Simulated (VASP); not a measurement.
Ca, 2 atoms in the cell. The structure is orthorhombic, space group Cmcm (No. 63). Conventional cell: a = 3.943 Å, b = 6.791 Å, c = 6.509 Å, α = 90.00°, β = 90.00°, γ = 90.00°. Around Ca (site symmetry m2m) lie 12 Ca at 3.93 to 3.98 Å. This isn't the form of Ca at room conditions, which is fcc.

| Quantity | Value |
| --- | --- |
| Program | VASP 6.6.1 |
| Task | single point |
| Functional | PBE |
| Potentials or basis | VASP PAW PBE potentials, release 64 (Ca_sv) |
| Cutoff | 520 eV |
| k mesh | 8 × 8 × 4 |
| Occupations | fermi-dirac, width 0.05 eV |
| Spin | no spin polarisation |
| Further INCAR settings | ALGO = Normal; EDIFF = 1e-07; NBANDS = 17 |

Potentials or basis: VASP PAW PBE potentials, release 64 (Ca_sv).

Command:

```bash
$ cat potpaw_PBE.64/Ca_sv/POTCAR > POTCAR
$ mpirun -np 1 vasp_std > vasp.out
```

Hardware: 1 thread of Intel(R) Xeon(R) Platinum 8488C (Sapphire Rapids) (shared host).

Problem. Estimate the wall time of this run.

Solution. Wall time 55 s on 1 thread of Intel(R) Xeon(R) Platinum 8488C (Sapphire Rapids), with other jobs on the host, peak memory 0.23 GiB. Counts: scf iterations 12, k points 63.
